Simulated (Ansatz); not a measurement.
**Energy ranking of Ba2ZrO3 structures**

Theory: DFT PBE, scalar-relativistic, plane waves, PAW (Ansatz 0.2.0). Settings: cutoff 420 eV, Γ-centred meshes spaced at most about 0.3 Å⁻¹, and about 0.25 Å⁻¹ or finer for metals (2π included), Gaussian smearing. Spin is collinear in cells that carry moments; the others ran without spin or lost their moments.

Energies over the elements count from the elements' standard structures at the same level (O₂ as a molecule), with no fitted energy shifts.

These are static total energies at zero pressure. The comparison covers the computed candidates alone. Another magnetic order may lie lower.

Invented guesses were relaxed alike, and ends that match in structure, energy and magnetic state were merged. ΔE counts from the first row. Coordination counts O atoms around Ba and Zr (those within 1.25 times the shortest such distance or 1.15 times the sum of covalent radii; the shortest distance is added where it is long for a bond). The ends were matched against large subsets of the Crystallography Open Database and the Materials Project, so a missing match doesn't prove that a structure is unreported.

```
#                               reached from  type and space group  atoms  Å³/atom            coordination  ΔE (meV/atom)  gap on mesh (eV)                                            moments  in databases
1                     Li3Tl2Cd type (P4/mmm)      P4/mmm (No. 123)      6     15.6              Ba 8, Zr 8              0              0.00                                               none      no match
2  ErCo3Ge2 type (P6mm), changed on relaxing      P6/mmm (No. 191)      6     19.3   Ba 6, Zr 6 from 2.9 Å            530              0.00                                               none      no match
3                     LaCo3Ni2 type (P6/mmm)      P6/mmm (No. 191)      6     23.0  Ba 6, Zr 12 from 3.8 Å            959              0.00  parallel, 1.3 μB, with smaller opposite ones on O      no match
```

The lowest: Space group P4/mmm (No. 123), tetragonal, a = 3.110 Å, c = 9.672 Å. Ba has 4 O at 2.74 Å, 4 O at 2.92 Å, 5 Ba at 3.11–3.26 Å and 1 Zr at 3.21 Å; Zr is surrounded by 8 O at 2.55 Å, 4 Zr at 3.11 Å and 2 Ba at 3.21 Å; O on a site of symmetry 4mm has 4 Zr at 2.55 Å, 1 O at 2.57 Å, 4 Ba at 2.92 Å, 4 O at 3.11 Å and 1 O at 3.55 Å; O on a site of symmetry 4/mmm is surrounded by 8 Ba at 2.74 Å, 4 O at 3.11 Å and 2 O at 3.55 Å. Its energy over the elements is −1.92 eV/atom. Whether it is stable depends on the other phases of the system, which aren't compared here. An observed structure of this formula, if there is one, may be missing.

```yaml
crystal:
  lattice:
    - [3.11020, 0.00000, 0.00000]
    - [0.00000, 3.11020, 0.00000]
    - [0.00000, 0.00000, 9.67172]
  atoms:
    - { symbol: Ba, position: [0.50000, 0.50000, 0.33139] }
    - { symbol: Ba, position: [0.50000, 0.50000, 0.66861] }
    - { symbol: Zr, position: [0.50000, 0.50000, 0.00000] }
    - { symbol: O, position: [0.00000, 0.00000, 0.86721] }
    - { symbol: O, position: [0.00000, 0.00000, 0.13279] }
    - { symbol: O, position: [0.00000, 0.00000, 0.50000] }
```

The second: Space group P6/mmm (No. 191), hexagonal, a = 5.806 Å, c = 3.968 Å. Ba is surrounded by 6 O at 2.60 Å, 3 Ba at 3.35 Å and 6 Zr at 3.89 Å; Zr is surrounded by 6 O at 2.90 Å and 12 Ba at 3.89 Å; O has 4 Ba at 2.60 Å, 2 Zr at 2.90 Å and 4 O at 2.90 Å. Counting O atoms around Ba and Zr, the first has Ba 8, Zr 8 and the second has Ba 6, Zr 6 from 2.9 Å. Cells relaxed within their symmetry can be saddle points. Some types were kept out of the candidates beforehand, so the set may lack a known form.
